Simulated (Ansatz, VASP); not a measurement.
## One calculation of WC, two programs

File INCAR:

```
  ALGO = Normal
  EDIFF = 1E-8
  ENCUT = 520
  GGA = PS
  ISIF = 2
  ISMEAR = -1
  LASPH = True
  LCHARG = False
  LEFG = True
  LREAL = False
  LWAVE = False
  NBANDS = 16
  NELM = 60
  PREC = Accurate
  SIGMA = 0.05
```

The input KPOINTS:

```
k-points
0
Gamma
  13 13 12
```

POSCAR

```
WC
1.0
    2.9005014360      0.0000000000      0.0000000000
   -1.4502507180      2.5119079273      0.0000000000
    0.0000000000      0.0000000000      2.8290000000
W C
1 1
Direct
    0.0000000000      0.0000000000      0.0000000000
    0.6666666667      0.3333333333      0.5000000000
```

Input for Ansatz:

```yaml
crystal:
  lattice:
    - [2.900501436, 0.0, 0.0]
    - [-1.450250718, 2.5119079273, 0.0]
    - [0.0, 0.0, 2.829]
  atoms:
    - { symbol: W, position: [0.0, 0.0, 0.0] }
    - { symbol: C, position: [0.6666666667, 0.3333333333, 0.5] }
kpoints:
  mp_grid: { grid: [13, 13, 12] }
  band_path:
    path:
      - [0.0, 0.0, 0.0]
      - [0.5, 0.0, 0.0]
      - [0.3333333333, 0.3333333333, 0.0]
      - [0.0, 0.0, 0.0]
      - [0.0, 0.0, 0.5]
      - [0.5, 0.0, 0.5]
      - [0.3333333333, 0.3333333333, 0.5]
      - [0.0, 0.0, 0.5]
      - [0.5, 0.0, 0.5]
    npoints: 14
scf:
  occupations: { method: fermi_dirac, width: 0.05 }
hamiltonian:
  xc: pbesol
  pseudopotentials: { kind: paw }
output:
  forces: true
  stress: true
  eigenvalues: true
  efg: { contact_densities: true }
  populations: true
  bader: true
  dos: { projected: true, de: 0.2, e_range: [-14, 8] }
  write_density: true
  write_potential: true
  elf: true
  volumetric_format: npy
```

Alike in both runs: task electric field gradients; functional PBEsol; k mesh 13 × 13 × 12; occupations fermi-dirac, width 0.05 eV; no spin polarisation.

```csv
,VASP,Ansatz
version,VASP 6.6.1,Ansatz 0.2.0
potentials or method,"VASP PAW PBE potentials, release 64 (W_sv, C)","PAW with Ansatz's default frozen-core files, scalar-relativistic"
plane-wave cutoff (eV),520,420
valence electrons in the cell,18,18
```

VASP gave:

```
pressure (GPa)                                                 : 0.5
largest component of the traceless stress (GPa)                : 0.07
Vzz of the field gradient on the site that differs most (V/Å²) : -147.3
```

Estimate Ansatz's values.

pressure (GPa): -0.8; largest component of the traceless stress (GPa): 0.31; Vzz of the field gradient on the site that differs most (V/Å²): -143.2.

With one functional, cell and mesh, what is left measures potentials, basis and numerics. Ansatz warned: «gradients_without_spin_orbit».

Caveats: the PAW data sets were made with another functional, which shifts forces and pressure a little (VASP). Spin-orbit coupling is left out, which matters for the levels of W.
